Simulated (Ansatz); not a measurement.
## AlSb: pressure series

The parent structure is AlSb in the zinc blende structure (space group F-43m, No. 216).

```xyz
2
Lattice="0.0000 3.0785 3.0785 3.0785 0.0000 3.0785 3.0785 3.0785 0.0000" Properties=species:S:1:pos:R:3 pbc="T T T"
Sb     4.6178     4.6178     4.6178
Al     0.0000     0.0000     0.0000
```

Cell and atoms are relaxed at each pressure.

Method: Ansatz (a first-principles code) PBEsol, without spin-orbit coupling.

| case | volume per atom | band gap | electron mass | smallest direct gap |
|---|---|---|---|---|
| base | 29.18 Å³ | 1.14 eV | 2.8 mₑ along k, 0.22 mₑ across (off the special points) | 1.47 eV |
| pressure −2 GPa | 30.40 Å³ | 1.16 eV | 0.072 mₑ (at Γ) | – |
| pressure −1 GPa | 29.76 Å³ | 1.17 eV | 2.8 mₑ along k, 0.23 mₑ across (off the special points) | 1.32 eV |
| pressure 0.3 GPa | 29.02 Å³ | 1.13 eV | 2.8 mₑ along k, 0.22 mₑ across (off the special points) | 1.51 eV |
| pressure 0.7 GPa | 28.81 Å³ | 1.12 eV | 2.8 mₑ along k, 0.22 mₑ across (off the special points) | 1.57 eV |
| pressure 1.5 GPa | 28.43 Å³ | 1.10 eV | 2.8 mₑ along k, 0.22 mₑ across (off the special points) | 1.67 eV |
| pressure 5 GPa | 26.98 Å³ | 1.00 eV | – | 2.09 eV |
| pressure 7.5 GPa | 26.15 Å³ | 0.93 eV | – | 2.35 eV |
| pressure 10 GPa | 25.42 Å³ | 0.87 eV | 2.5 mₑ along k, 0.21 mₑ across (at X) | 2.59 eV |

Spin-orbit coupling, missing from the scalar runs, can matter with Sb. Load acts through the strain it causes; cell and atoms are relaxed under it. Effective masses come from finite differences of ±0.01 Å⁻¹. Along k means along the line from Γ to the band edge. Whether these cells are dynamically stable was not tested. Measured, AlSb leaves this structure (for a Cmcm phase) near 8.1 GPa (temperature not stated; as listed in Datta, Sujoy, Jana, Debnarayan, arXiv (2020)), on rising pressure, with hysteresis.
